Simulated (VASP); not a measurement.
# MgO (Fm-3m) in VASP: settings compared

Aim: see how the results for MgO move with the level of theory and the settings. Levels: rev-vdW-DF2, PBE. Tasks: relaxation of cell and atoms.

Everything below comes from runs of VASP 6.6.1. Logs are shortened: lines on timing, memory, paths and dates and some standing lists are left out, and cuts for length are marked.

## Step 1: The structure

Symmetry: Fm-3m, No. 225, cubic system. Conventional cell: a = 4.221 Å, b = 4.221 Å, c = 4.221 Å, α = 90.00°, β = 90.00°, γ = 90.00°. Around Mg (site symmetry m-3m) lie 6 O at 2.11 Å. O (site symmetry m-3m) has 6 Mg at 2.11 Å as nearest neighbours.

## Step 2: Relaxation of cell and atoms, rev-vdW-DF2

The input, INCAR:

```
PREC = Accurate
ENCUT = 600
EDIFF = 1E-7
ISMEAR = 0
SIGMA = 0.03
LREAL = False
LASPH = True
NELM = 80
ALGO = Normal
ISIF = 3
LWAVE = False
LCHARG = False
GGA = MK
LUSE_VDW = True
AGGAC = 0.0
PARAM1 = 0.1234
PARAM2 = 0.711357
ZAB_VDW = -1.8867
IBRION = 2
NSW = 90
EDIFFG = -0.005
```

The input, KPOINTS:

```
regular mesh
0
Gamma
  12 12 12
```

The input, POSCAR:

```
MgO                                     
1.0
    0.0000000000      2.1103749516      2.1103749516
    2.1103749516      0.0000000000      2.1103749516
    2.1103749516      2.1103749516      0.0000000000
  Mg              O             
     1     1
Direct
     1.0000000000000000    0.0000000000000000    1.0000000000000000
     0.5000000000000000    0.5000000000000000    0.5000000000000000
```

Potentials or basis: VASP PAW PBE potentials, release 64 (Mg, O).

Run with:

```sh
$ cat potpaw_PBE.64/Mg/POTCAR potpaw_PBE.64/O/POTCAR > POTCAR
$ mpirun -np 1 vasp_std > vasp.out
```

OUTCAR:

```text
PREC = Accurate
   ENCUT = 600
   EDIFF = 1E-7
   ISMEAR = 0
   LREAL = False
   LASPH = True
   NELM = 80
   ISIF = 3
   GGA = MK
   IBRION = 2
   NSW = 90
   EDIFFG = -0.005

 ion  position               nearest neighbor table
   1  0.000  0.000  0.000-   2 2.11   2 2.11   2 2.11   2 2.11   2 2.11   2 2.11
   2  0.500  0.500  0.500-   1 2.11   1 2.11   1 2.11   1 2.11   1 2.11   1 2.11

  LATTYP: Found a face centered cubic cell.
 ALAT       =     4.2207499032

  Lattice vectors:

 A1 = (   0.0000000000,   2.1103749516,   2.1103749516)
 A2 = (   2.1103749516,   0.0000000000,   2.1103749516)
 A3 = (   2.1103749516,   2.1103749516,   0.0000000000)

Analysis of symmetry for initial positions (statically):
=====================================================================
 Subroutine PRICEL returns:
 Original cell was already a primitive cell.

 Routine SETGRP: Setting up the symmetry group for a
 face centered cubic supercell.

 Subroutine GETGRP returns: Found 48 space group operations
 (whereof 48 operations were pure point group operations)
 out of a pool of 48 trial point group operations.

The static configuration has the point symmetry O_h .

Analysis of symmetry for dynamics (positions and initial velocities):
=====================================================================
 Subroutine PRICEL returns:
 Original cell was already a primitive cell.

 Routine SETGRP: Setting up the symmetry group for a
 face centered cubic supercell.

 Subroutine GETGRP returns: Found 48 space group operations
 (whereof 48 operations were pure point group operations)
 out of a pool of 48 trial point group operations.

The dynamic configuration has the point symmetry O_h .

 Subroutine INISYM returns: Found 48 space group operations
 (whereof 48 operations are pure point group operations),
 and found     1 'primitive' translations

----------------------------------------------------------------------------------------

                                     Primitive cell

  volume of cell :      18.7979

  direct lattice vectors                    reciprocal lattice vectors
     0.000000000  2.110374952  2.110374952    -0.236924723  0.236924723  0.236924723
     2.110374952  0.000000000  2.110374952     0.236924723 -0.236924723  0.236924723
     2.110374952  2.110374952  0.000000000     0.236924723  0.236924723 -0.236924723

  length of vectors
     2.984520878  2.984520878  2.984520878     0.410365657  0.410365657  0.410365657

  position of ions in fractional coordinates (direct lattice)
     0.000000000  0.000000000  0.000000000
     0.500000000  0.500000000  0.500000000

  ion indices of the primitive-cell ions
   primitive index   ion index
                 1           1
                 2           2

----------------------------------------------------------------------------------------

 KPOINTS: regular mesh

Automatic generation of k-mesh.
 Grid dimensions read from file:
 generate k-points for:   12   12   12

 Generating k-lattice:

  Cartesian coordinates                     Fractional coordinates (reciprocal lattice)
    -0.019743727  0.019743727  0.019743727     0.083333333  0.000000000  0.000000000
     0.019743727 -0.019743727  0.019743727     0.000000000  0.083333333  0.000000000
     0.019743727  0.019743727 -0.019743727     0.000000000  0.000000000  0.083333333

  Length of vectors
     0.034197138  0.034197138  0.034197138

  Shift w.r.t. Gamma in fractional coordinates (k-lattice)
     0.000000000  0.000000000  0.000000000

 Subroutine IBZKPT returns following result:
 ===========================================

 Found     72 irreducible k-points:
[... 56 lines left out ...]
   PSTRESS=    0.0 pullay stress
   NELECT =       8.0000    total number of electrons
   NUPDOWN=      -1.0000    fix difference up-down
   EMIN   =  10.00;   EMAX   =-10.00  energy-range for DOS
   EFERMI =   0.00;   METHOD = LEGACY
   ISMEAR =     0;   SIGMA  =   0.03  broadening in eV -4-tet -1-fermi 0-gaus
   EFERMI_NEDOS =   21; number of points for ismear=-14 and -15
   IALGO  =     38    algorithm
   IMIX   =      4    mixing-type and parameters
     AMIX     =   0.40;   BMIX     =  1.00
     AMIX_MAG =   1.60;   BMIX_MAG =  1.00
  volume/ion in A,a.u.               =       9.40        63.43
  Fermi-wavevector in a.u.,A,eV,Ry     =   1.231408  2.327023 20.631398  1.516365
  Thomas-Fermi vector in A             =   2.366218
   LORBIT       =      0    0 simple, 1 ext, 2 COOP (PROOUT), +10 PAW based schemes
   GGA     = MK    functional components
   LHFCALC =     F    Hartree Fock is set to
   AEXX    =    0.0000 exact exchange contribution
   IVDW_NL    =     1    kernel type
   BPARAM     = 6.3000
   IVDW    =     0    specifies the selected vdW correction
   LEPSILON=     F    determine dielectric tensor
   LRPA    =     F    only Hartree local field effects (RPA)
 conjugate gradient relaxation of ions
 non-spin polarized calculation
 Gauss-broadening in eV      SIGMA  =   0.03
  energy-cutoff  :      600.00
  volume of cell :       18.80
 maximum number of plane-waves:       642
   NGX = 11   NGY = 11   NGZ = 11

--------------------------------------- Ionic step        1  -------------------------------------------

 number of electron       8.0000005 magnetization

 Free energy of the ion-electron system (eV)
  ---------------------------------------------------
  ext. energy  EPLUGINS =         0.00000000
  ---------------------------------------------------
  free energy    TOTEN  =        -9.58906571 eV

  energy without entropy =       -9.58906571  energy(sigma->0) =       -9.58906571

------------------------ aborting loop because EDIFF is reached ----------------------------------------

  FORCE on cell =-STRESS in cart. coord.  units (eV):
  Direction    XX          YY          ZZ          XY          YZ          ZX
  --------------------------------------------------------------------------------------
  -------------------------------------------------------------------------------------
  Total       -0.0102270     -0.0102270     -0.0102270      0.0000000      0.0000000     -0.0000000
  in kB       -0.8716658     -0.8716658     -0.8716658      0.0000000      0.0000000     -0.0000000
  external PRESSURE =      -0.8716658 kB  Pullay stress =       0.0000000 kB

 VOLUME and BASIS-vectors are now :
 -----------------------------------------------------------------------------
  energy-cutoff  :      600.00
  volume of cell :       18.80
      direct lattice vectors                 reciprocal lattice vectors
     0.000000000  2.110374952  2.110374952    -0.236924723  0.236924723  0.236924723
     2.110374952  0.000000000  2.110374952     0.236924723 -0.236924723  0.236924723
     2.110374952  2.110374952  0.000000000     0.236924723  0.236924723 -0.236924723

 POSITION                                       TOTAL-FORCE (eV/Angst)
 -----------------------------------------------------------------------------------
      0.00000      0.00000      0.00000        -0.000000     -0.000000     -0.000000
      2.11037      2.11037      2.11037         0.000000      0.000000      0.000000
 -----------------------------------------------------------------------------------
    total drift:                               -0.000000     -0.000000      0.000000

  FREE ENERGIE OF THE ION-ELECTRON SYSTEM (eV)
  ---------------------------------------------------
  free  energy   TOTEN  =        -9.5890657144 eV

  energy  without entropy=       -9.5890657144  energy(sigma->0) =       -9.58906571

Total vdW correction in eV:      1.8780637

--------------------------------------- Ionic step        2  -------------------------------------------

 number of electron       8.0000005 magnetization

 Free energy of the ion-electron system (eV)
  ---------------------------------------------------
  ext. energy  EPLUGINS =         0.00000000
  ---------------------------------------------------
  free energy    TOTEN  =        -9.58906824 eV

  energy without entropy =       -9.58906824  energy(sigma->0) =       -9.58906824

 E-fermi :   3.2480     XC(G=0): -11.1537

 val. band max:        3.0188311405   @ k =   0.0000   0.0000   0.0000
 cond. band min:       7.7906780199   @ k =   0.0000   0.0000   0.0000
 fundamental gap:      4.7718468794
 Fermi energy:         3.2480114916

 k-point     1 :       0.0000    0.0000    0.0000
  band No.  band energies     occupation
      1     -14.1152      2.00000
      2       3.0188      2.00000
      3       3.0188      2.00000
      4       3.0188      2.00000
      5       7.7907      0.00000
      6      18.7884      0.00000
      7      18.7884      0.00000
      8      18.7884      0.00000
[... 243 lines left out ...]
 k-point    24 :      -0.4167    0.1667    0.0000
  band No.  band energies     occupation
      1     -12.7466      2.00000
      2      -1.1606      2.00000
      3       1.4557      2.00000
      4       2.2431      2.00000
      5      12.0924      0.00000
      6      15.3581      0.00000
      7      17.1645      0.00000
      8      19.8934      0.00000

 [... further k-points ...]

------------------------ aborting loop because EDIFF is reached ----------------------------------------

  FORCE on cell =-STRESS in cart. coord.  units (eV):
  Direction    XX          YY          ZZ          XY          YZ          ZX
  --------------------------------------------------------------------------------------
  -------------------------------------------------------------------------------------
  Total        0.0036087      0.0036087      0.0036087      0.0000000      0.0000000      0.0000000
  in kB        0.3078014      0.3078014      0.3078014      0.0000000      0.0000000      0.0000000
  external PRESSURE =       0.3078014 kB  Pullay stress =       0.0000000 kB

 VOLUME and BASIS-vectors are now :
 -----------------------------------------------------------------------------
  energy-cutoff  :      600.00
  volume of cell :       18.78
      direct lattice vectors                 reciprocal lattice vectors
    -0.000000000  2.109854346  2.109854346    -0.236983184  0.236983184  0.236983184
     2.109854346  0.000000000  2.109854346     0.236983184 -0.236983184  0.236983184
     2.109854346  2.109854346 -0.000000000     0.236983184  0.236983184 -0.236983184

 POSITION                                       TOTAL-FORCE (eV/Angst)
 -----------------------------------------------------------------------------------
      4.21971      4.21971      4.21971         0.000000      0.000000      0.000000
      2.10985      2.10985      2.10985        -0.000000     -0.000000     -0.000000
 -----------------------------------------------------------------------------------
    total drift:                                0.000000     -0.000000      0.000000

  FREE ENERGIE OF THE ION-ELECTRON SYSTEM (eV)
  ---------------------------------------------------
  free  energy   TOTEN  =        -9.5890682387 eV

  energy  without entropy=       -9.5890682387  energy(sigma->0) =       -9.58906824

Total vdW correction in eV:      1.8776464

 reached required accuracy - stopping structural energy minimisation
```

Wall time 31 s (1 thread of Intel Xeon 6975P-C (Granite Rapids), shared host); peak memory 0.27 GiB.

What came out:

| Item | Value |
| --- | --- |
| Free energy | -9.5891 eV |
| Relaxed volume | 9.39 Å³/atom |
| Relaxed cell | a = 2.984 Å, b = 2.984 Å, c = 2.984 Å, α = 60.00°, β = 60.00°, γ = 60.00° |
| Space group after relaxing (to 0.05 Å) | Fm-3m (No. 225) |
| Energy gained by relaxing | 0.0 meV/atom |
| Ionic steps | 2 |
| Pressure after relaxing | 0.0 GPa |
| Band gap on the k mesh | 4.77 eV, direct |

Final structure:
```
Mg O
1.0
     0.00000    2.10985    2.10985
     2.10985    0.00000    2.10985
     2.10985    2.10985    0.00000
Mg O
1 1
Direct
  0.00000 0.00000 0.00000
  0.50000 0.50000 0.50000
```

Levels at points of the mesh, in eV from the valence-band top:
| k point | band 1 | band 2 | band 3 | band 4 | band 5 | band 6 | band 7 | band 8 |
| --- | --- | --- | --- | --- | --- | --- | --- | --- |
| (0.00, 0.00, 0.00) | -17.13 | 0.00 | 0.00 | 0.00 | 4.77 | 15.77 | 15.77 | 15.77 |
| (0.50, 0.00, 0.00) | -15.85 | -4.58 | -0.65 | -0.65 | 7.93 | 12.58 | 16.25 | 16.25 |
| (0.50, 0.50, 0.00) | -15.59 | -4.05 | -1.34 | -1.34 | 9.17 | 9.94 | 13.08 | 18.88 |

Caveat: the PAW data sets were made with another functional, which shifts forces and pressure a little. A k mesh can miss the band edges.

(Continued in part 2 of 2.)
